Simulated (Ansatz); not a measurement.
Born–Oppenheimer molecular dynamics of a periodic cell of 16 atoms, Mn$_{3}$Si (start crystal Mn3Si, start structure Fm-3m, volume 1.15 times the crystal's). It goes on from the last frame of an earlier run, with new velocities.

All numbers below come from DFT PBEsol, scalar-relativistic, plane waves, PAW in Ansatz. Settings: cutoff 420 eV, k mesh 3x3x3, fermi-dirac smearing 0.24 eV, no spin polarisation.

* ensemble: NVT, Langevin thermostat
* time step: 2 fs
* steps asked: 380
* set temperature: 2240 K
* friction: 0.02 /fs
* temperature schedule: 285 steps to 300 K, then 95 steps to 300 K
* seed: 958616

First frame:

```xyz
16
Lattice="5.9875 0.0000 0.0000 0.0000 5.9875 0.0000 0.0000 0.0000 5.9875" Properties=species:S:1:pos:R:3
Mn 2.775 3.674 3.133
Mn 1.663 2.308 1.134
Mn 4.696 5.091 4.554
Si 0.348 0.254 -0.074
Mn -0.262 0.516 1.909
Mn 4.489 4.422 1.018
Mn 1.689 2.181 4.166
Si 2.998 3.313 -0.721
Mn 0.032 2.821 -0.692
Mn 4.531 1.341 4.088
Mn 1.790 4.716 1.100
Si 3.258 0.504 2.451
Mn 2.828 0.396 -0.680
Mn 1.145 5.597 3.729
Mn 4.282 2.280 0.941
Si -0.262 3.475 2.800
```

Q: What does the run give?

A: The run went to its last step.

```
steps done                                               : 380
time covered                                             : 760 fs
mean temperature over the second half                    : 587 K
spread of the potential energy over the second half      : 35.3 meV per atom
mean potential energy of the second half above the start : -206.5 meV per atom
```

The schedule's set-point averaged 463 K over the second half and the system 587 K, so it lags behind the ramp. A run of 0.76 ps of so small a system gives no equilibrium averages. Spin polarisation was left off. Limits of this set-up: coarse k mesh, magnetic elements without spin.

Q: What happens to the structure?

A: Mean squared displacements from the first frame to the last, about the centre of mass: Mn 0.42 Å², Si 0.27 Å². This is one draw of velocities; another would differ in detail.

Q: How do temperature and energy run in time?

A: 
```json
{"time (fs)": "0.0", "T (K)": "2100", "potential energy less start (eV)": "0.000"}
{"time (fs)": "24.0", "T (K)": "2425", "potential energy less start (eV)": "-1.222"}
{"time (fs)": "48.0", "T (K)": "2007", "potential energy less start (eV)": "-0.580"}
{"time (fs)": "72.0", "T (K)": "1759", "potential energy less start (eV)": "-0.787"}
{"time (fs)": "96.0", "T (K)": "1600", "potential energy less start (eV)": "-0.077"}
{"time (fs)": "120.0", "T (K)": "2280", "potential energy less start (eV)": "-0.372"}
{"time (fs)": "144.0", "T (K)": "1800", "potential energy less start (eV)": "-1.263"}
{"time (fs)": "168.0", "T (K)": "2102", "potential energy less start (eV)": "-1.701"}
{"time (fs)": "192.0", "T (K)": "1779", "potential energy less start (eV)": "-0.603"}
{"time (fs)": "216.0", "T (K)": "1655", "potential energy less start (eV)": "-1.269"}
{"time (fs)": "240.0", "T (K)": "1253", "potential energy less start (eV)": "-1.804"}
{"time (fs)": "264.0", "T (K)": "1546", "potential energy less start (eV)": "-2.027"}
{"time (fs)": "288.0", "T (K)": "1225", "potential energy less start (eV)": "-1.586"}
{"time (fs)": "312.0", "T (K)": "1533", "potential energy less start (eV)": "-1.528"}
{"time (fs)": "336.0", "T (K)": "1056", "potential energy less start (eV)": "-0.631"}
{"time (fs)": "360.0", "T (K)": "1274", "potential energy less start (eV)": "-2.025"}
{"time (fs)": "384.0", "T (K)": "1010", "potential energy less start (eV)": "-2.057"}
{"time (fs)": "408.0", "T (K)": "983", "potential energy less start (eV)": "-2.278"}
{"time (fs)": "432.0", "T (K)": "1233", "potential energy less start (eV)": "-2.476"}
{"time (fs)": "456.0", "T (K)": "948", "potential energy less start (eV)": "-2.655"}
{"time (fs)": "480.0", "T (K)": "985", "potential energy less start (eV)": "-3.380"}
{"time (fs)": "504.0", "T (K)": "703", "potential energy less start (eV)": "-3.199"}
{"time (fs)": "528.0", "T (K)": "544", "potential energy less start (eV)": "-3.364"}
{"time (fs)": "552.0", "T (K)": "448", "potential energy less start (eV)": "-3.196"}
{"time (fs)": "576.0", "T (K)": "444", "potential energy less start (eV)": "-3.236"}
{"time (fs)": "600.0", "T (K)": "448", "potential energy less start (eV)": "-3.502"}
{"time (fs)": "624.0", "T (K)": "370", "potential energy less start (eV)": "-3.614"}
{"time (fs)": "648.0", "T (K)": "391", "potential energy less start (eV)": "-3.832"}
{"time (fs)": "672.0", "T (K)": "329", "potential energy less start (eV)": "-3.927"}
{"time (fs)": "696.0", "T (K)": "194", "potential energy less start (eV)": "-3.859"}
{"time (fs)": "720.0", "T (K)": "238", "potential energy less start (eV)": "-3.869"}
{"time (fs)": "744.0", "T (K)": "332", "potential energy less start (eV)": "-3.918"}
```

Run time: 32 min on 4 threads of Intel(R) Xeon(R) Platinum 8559C (Emerald Rapids) (shared host), peak memory 1.3 GiB.
